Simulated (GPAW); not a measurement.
The system is Y.

```
Y
1.0
     3.64740    0.00000    0.00000
    -1.82370    3.15874    0.00000
     0.00000    0.00000    5.73060
Y
2
Direct
  0.66667 0.33333 0.75000
  0.33333 0.66667 0.25000
```

* Program: GPAW 26.7.0
* Task: relaxation of cell and atoms
* Functional: r2SCAN
* Dispersion: D3(BJ)
* Potentials or basis: GPAW PAW data sets (gpaw-data 1.2.1)
* Cutoff: 600 eV
* Basis: pw
* k mesh: 6 × 6 × 4
* Occupations: fermi-dirac, width 0.05 eV
* Spin: no spin polarisation

At the start: pressure -0.2 GPa; volume 33.01 Å³/atom.

**Question.** Where does the relaxation end?

**Answer.** Over 3 steps the energy falls by 2.8 meV/atom and the volume is 32.78 Å³/atom (-0.7 %); space group P6_3/mmc (No. 194, to 0.05 Å).

The path:
```
step  energy change (eV)  largest force (eV/Å)  pressure (GPa)  volume (Å³)
   1              0.0000                0.0000           -0.18        66.02
   2             -0.0011                0.0003           -0.15        65.97
   3             -0.0056                0.0002            0.09        65.56
```

Final structure:
```xyz
2
Lattice="3.6644 0.0000 0.0000 -1.8322 3.1735 0.0000 0.0000 0.0000 5.6380" Properties=species:S:1:pos:R:3 pbc="T T T"
Y     1.8322    1.0578    4.2285
Y     0.0000    2.1157    1.4095
```

Caveat: later steps reuse the first step's grids; the PAW data sets were made with another functional, which shifts forces and pressure a little; pairwise dispersion overbinds metals, which lowers pressure and volume.
